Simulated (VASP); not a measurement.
Write the native input for VASP 6.6.1 that does the following.

```
Task                   : single point
Functional             : PBE
Potentials or basis    : VASP PAW PBE potentials, release 64 (Na_pv, I)
Cutoff                 : 520 eV
k mesh                 : 6 × 6 × 6
Occupations            : fermi-dirac, width 0.02 eV
Spin                   : no spin polarisation
Dipole correction      : no
Further INCAR settings : ALGO = Normal; EDIFF = 1e-06; NBANDS = 14
```

The structure of NaI lies in POSCAR:

```
NaI
1.0
    4.0526221405     -0.1333738751     -0.1333738751
   -0.1333738751      4.0526221405     -0.1333738751
   -0.1333738751     -0.1333738751      4.0526221405
Na I
1 1
Direct
    0.0000000000      0.0000000000      0.0000000000
    0.5000000000      0.5000000000      0.5000000000
```

The cell was built by a generator and needn't be a form met in nature.

The cell isn't the ideal one: epitaxial_111 strain +3.6%.

The input as run:

INCAR

```
SYSTEM = NaI
PREC = Accurate
ENCUT = 520
EDIFF = 1E-6
ISMEAR = -1
SIGMA = 0.02
LREAL = .False.
LASPH = .True.
NELM = 100
ALGO = Normal
ISIF = 2
LWAVE = .False.
LCHARG = .False.
GGA = PE
NBANDS = 14
```

KPOINTS

```
regular mesh
0
Gamma
  6 6 6
  0 0 0
```

Potentials or basis: VASP PAW PBE potentials, release 64 (Na_pv, I).

Run with:

```bash
$ cat potpaw_PBE.64/Na_pv/POTCAR potpaw_PBE.64/I/POTCAR > POTCAR
$ mpirun -np 1 vasp_std > vasp.out
```

It gave:

```
Pressure               : 0.3 GPa
Band gap on the k mesh : 2.37 eV, indirect (least direct gap 2.85 eV)
```

Caveat: spin-orbit coupling is left out, which moves the levels of the heavy elements.

Run time: 7.2 s on 1 thread of AMD EPYC 9R45 96-Core Processor (Zen 5), on a shared host, peak memory 0.15 GiB.
